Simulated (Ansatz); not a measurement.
LiF (Griceite) under changes of volume

One of the cells (8.169 Å³/atom); the others are scaled copies at fixed shape and fractional positions:

```xyz
2
Lattice="0.0000 2.0140 2.0140 2.0140 0.0000 2.0140 2.0140 2.0140 0.0000" Properties=species:S:1:pos:R:3 pbc="T T T"
F     2.0140    2.0140    2.0140
Li    0.0000    0.0000    0.0000
```

- Program: Ansatz 0.2.0
- Functional: PBE
- Potentials or basis: Ansatz PAW
- Cutoff: 420 eV (not typed: the program's choice for these potentials)
- k mesh: 11 × 11 × 11
- Occupations: fermi-dirac, width 0.05 eV
- Spin: no spin polarisation

```csv
volume (Å³/atom),energy over the lowest point (meV/atom),pressure (GPa),gap on the mesh (eV)
7.679,?,?,?
7.842,9.10,5.5,9.46
8.006,4.45,3.7,9.27
8.169,1.45,2.1,9.09
8.333,0.06,0.7,8.92
8.496,0.00,-0.6,8.75
8.659,1.25,-1.8,8.59
```

Q: What does the run at 7.679 Å³/atom give?

A: Energy over the lowest point 15.65 meV/atom; pressure 7.4 GPa; gap on the mesh 9.66 eV.

Worked out: A Birch-Murnaghan fit of order 3 (a polynomial in V^(-2/3)) to the other rows has its minimum at 8.42 Å³/atom with B0 = V·E''(V) = 67 GPa and B' = 3.7. It gives 15.59 meV/atom at 7.679 Å³/atom, against the run's 15.65, and -dE/dV = 7.3 GPa, against 7.4. A straight line through the other rows of the gap, of slope -8.77 eV per unit of ln V (its deformation potential), extrapolates to 9.64 eV, against the run's 9.66.

Energies are extrapolated to zero smearing.

Caveats: odd divisions of the mesh miss points on the zone boundary, where band edges often lie, so the gap on the mesh can be too wide.

A mesh can miss the band edges.
